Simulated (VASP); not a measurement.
# Ni: relaxation of the atoms with PBE

Slab: Ni, a slab with vacuum.

```
CELL_PARAMETERS angstrom
3.73777 2.15800 0.00000
-3.73777 2.15800 0.00000
0.00000 0.00000 25.20749
ATOMIC_POSITIONS crystal
Ni 0.00000 0.00000 0.25786
Ni 0.33333 0.66667 0.25786
Ni 0.66667 0.33333 0.25786
Ni 0.33333 0.33333 0.33857
Ni 0.66667 0.00000 0.33857
Ni 0.00000 0.66667 0.33857
Ni 0.33333 0.00000 0.41929
Ni 0.66667 0.66667 0.41929
Ni 0.00000 0.33333 0.41929
Ni 0.00000 0.00000 0.50000
Ni 0.33333 0.66667 0.50000
Ni 0.66667 0.33333 0.50000
Ni 0.33333 0.33333 0.58071
Ni 0.66667 0.00000 0.58071
Ni 0.00000 0.66667 0.58071
Ni 0.33333 0.00000 0.66143
Ni 0.66667 0.66667 0.66143
Ni 0.00000 0.33333 0.66143
Ni 0.00000 0.00000 0.74214
Ni 0.33333 0.66667 0.74214
Ni 0.66667 0.33333 0.74214
```

The cell was built by a generator and needn't be a form met in nature.

| Property | Result |
| --- | --- |
| Program | VASP 6.6.1 |
| Task | relaxation of the atoms |
| Functional | PBE |
| Potentials or basis | VASP PAW PBE potentials, release 64 (Ni) |
| Cutoff | 520 eV |
| k mesh | 9 × 9 × 1 |
| Occupations | methfessel-paxton, width 0.1 eV |
| Spin | collinear spin, ferromagnetic start |
| Starting moments | [1.0, 1.0, 1.0, 1.0, 1.0, 1.0, 1.0, 1.0, 1.0, 1.0, 1.0, 1.0, 1.0, 1.0, 1.0, 1.0, 1.0, 1.0, 1.0, 1.0, 1.0] μB |
| Atoms held fixed (from 0) | [0, 1, 2, 3, 4, 5] |
| Further INCAR settings | ALGO = Normal; EDIFF = 1e-06; IBRION = 2; EDIFFG = -0.02; NSW = 40 |

```json
{
 "Energy gained by relaxing": "0.6 meV/atom",
 "Ionic steps": "12",
 "Band gap on the k mesh": "none (metal or under the smearing width)",
 "Net moment": "13.83 μB per cell",
 "Site moments": "Ni +0.70, +0.69, +0.65, +0.64 μB",
 "Valence electrons inside the program's atomic spheres": "Ni 9.17, 9.30, 9.31, 9.18"
}
```

The path:
| step | energy change (eV) | largest force (eV/Å) | pressure (GPa) |
| --- | --- | --- | --- |
| 1 | 0.0000 | 0.1925 | -2.08 |
| 2 | -0.0063 | 0.1919 | -2.01 |
| 3 | -0.0086 | 0.1912 | -1.94 |
| 4 | -0.0096 | 0.1911 | -1.91 |
| 5 | -0.0099 | 0.1910 | -1.89 |
| 6 | -0.0103 | 0.1913 | -1.86 |
| 7 | -0.0108 | 0.1916 | -1.81 |
| 8 | -0.0110 | 0.1922 | -1.79 |
| 9 | -0.0113 | 0.1929 | -1.75 |
| 10 | -0.0117 | 0.1927 | -1.72 |
| 11 | -0.0126 | 0.1909 | -1.66 |
| 12 | -0.0130 | 0.1985 | -1.53 |

Final structure:
```
CELL_PARAMETERS angstrom
3.73777 2.15800 0.00000
-3.73777 2.15800 0.00000
0.00000 0.00000 25.20749
ATOMIC_POSITIONS crystal
Ni 0.00000 0.00000 0.25786
Ni 0.33333 0.66667 0.25786
Ni 0.66667 0.33333 0.25786
Ni 0.33333 0.33333 0.33857
Ni 0.66667 0.00000 0.33857
Ni 0.00000 0.66667 0.33857
Ni 0.33333 0.00000 0.41870
Ni 0.66667 0.66667 0.41870
Ni 0.00000 0.33333 0.41870
Ni 0.00000 0.00000 0.49922
Ni 0.33333 0.66667 0.49922
Ni 0.66667 0.33333 0.49922
Ni 0.33333 0.33333 0.57977
Ni 0.66667 0.00000 0.57977
Ni 0.00000 0.66667 0.57977
Ni 0.33333 0.00000 0.66013
Ni 0.66667 0.66667 0.66013
Ni 0.00000 0.33333 0.66013
Ni 0.00000 0.00000 0.73934
Ni 0.33333 0.66667 0.73934
Ni 0.66667 0.33333 0.73934
```

Levels at points of the mesh, in eV from the Fermi level:
Spin up:
```csv
k point,band 108,band 109,band 110,band 111,band 112,band 113,band 114,band 115
"(0.00, 0.00, 0.00)",-0.71,-0.71,-0.64,-0.64,-0.20,0.15,4.61,4.73
```
Spin down:
```
           k point  band 96  band 97  band 98  band 99  band 100  band 101
(0.00, 0.00, 0.00)    -0.07    -0.01    -0.01    -0.01     -0.01      0.01
```

Wall time 86 min on 8 MPI ranks on Intel(R) Xeon(R) 6975P-C (Granite Rapids), with other jobs on the host, peak memory 1.3 GiB a rank.
